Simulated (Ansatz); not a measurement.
Crystal: Fe.

```
Fe
1.0
    -1.44300    1.44300    1.44300
     1.44300   -1.44300    1.44300
     1.44300    1.44300   -1.44300
Fe
1
Direct
  0.00000 0.00000 0.00000
```

```yaml
Program: Ansatz 0.2.0
Task: relaxation of cell and atoms
Functional: revPBE
Dispersion: D3(BJ)
Potentials_or_basis: Ansatz PAW
Cutoff: "420 eV (not typed: the program's choice for these potentials)"
k_mesh: 13 × 13 × 13
Occupations: fermi-dirac, width 0.05 eV
Spin: collinear spin, ferromagnetic start
Starting_moments: "[3.0] μB"
```

At the start: volume 12.02 Å³/atom.

Question: Where does the relaxation end?

Answer: It ends after 8 steps and the volume is 10.98 Å³/atom (-8.6 %); space group Im-3m (No. 229, to 0.05 Å); moment 2.09 μB per cell.

The path:
| step | energy change (eV) | largest force (eV/Å) | volume (Å³) |
| --- | --- | --- | --- |
| 1 | 0.0000 | 0.0000 | 12.02 |
| 2 | -0.0432 | 0.0000 | 11.41 |
| 3 | -0.0518 | 0.0000 | 10.79 |
| 4 | -0.0538 | 0.0000 | 10.97 |
| 5 | -0.0538 | 0.0000 | 10.98 |
| 6 | -0.0530 | 0.0000 | 10.98 |
| 7 | -0.0529 | 0.0000 | 10.98 |
| 8 | -0.0530 | 0.0000 | 10.98 |

Final structure:
```
CELL_PARAMETERS angstrom
-1.40020 1.40020 1.40020
1.40020 -1.40020 1.40020
1.40020 1.40020 -1.40020
ATOMIC_POSITIONS crystal
Fe 0.00000 0.00000 0.00000
```

Caveat: the plane-wave basis is chosen anew once the cell has moved, so the energies of steps on either side of that aren't comparable; the PAW data sets come from PBE, with cores solved anew for the run's functional, which leaves a small shift of forces and pressure.
